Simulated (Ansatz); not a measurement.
Here is an Ansatz 0.2.0 calculation.

The input input.yaml:

```yaml
crystal:
  lattice:
    - [0.0, 2.47502, 2.47502]
    - [2.47502, 0.0, 2.47502]
    - [2.47502, 2.47502, 0.0]
  atoms:
    - { symbol: Pb, position: [0.0, 0.0, 0.0] }
hamiltonian:
  xc: lda
  pseudopotentials: { kind: paw }
kpoints:
  mp_grid: { grid: [7, 7, 7] }
scf:
  occupations: { method: fermi_dirac, width: 0.05 }
output:
  forces: true
  stress: true
elastic:
  mode: clamped_ion
  stencil: two_point
```

Potentials or basis: Ansatz PAW.

Command:

```bash
$ ansatz run input.yaml --threads 2 --pin off --max-ram 5632MiB --backend cpu --events-out ev --progress --plain --runs-dir out
```

**Question.** Estimate the elastic constants C11, C12, C44.

**Answer.** 51, 41, 27 GPa.

**Question.** Predict the Voigt bulk modulus.

**Answer.** 45 GPa.

**Question.** Estimate the band gap on the k mesh.

**Answer.** None (metal or under the smearing width).

**Question.** What does it give for the pressure?

**Answer.** -1.5 GPa.

Elastic tensor in Voigt notation (GPa, in the Cartesian axes of the cell as first typed):
```
51 41 41  0  0  0
41 51 41  0  0  0
41 41 51  0  0  0
 0  0  0 27  0  0
 0  0  0  0 27  0
 0  0  0  0  0 27
```

Caveat: elastic constants of metals need much finer meshes, so these are rough; the PAW data sets come from PBE, with cores solved anew for the run's functional, which leaves a small shift of forces and pressure. Spin-orbit coupling is left out, which matters for the levels of Pb.
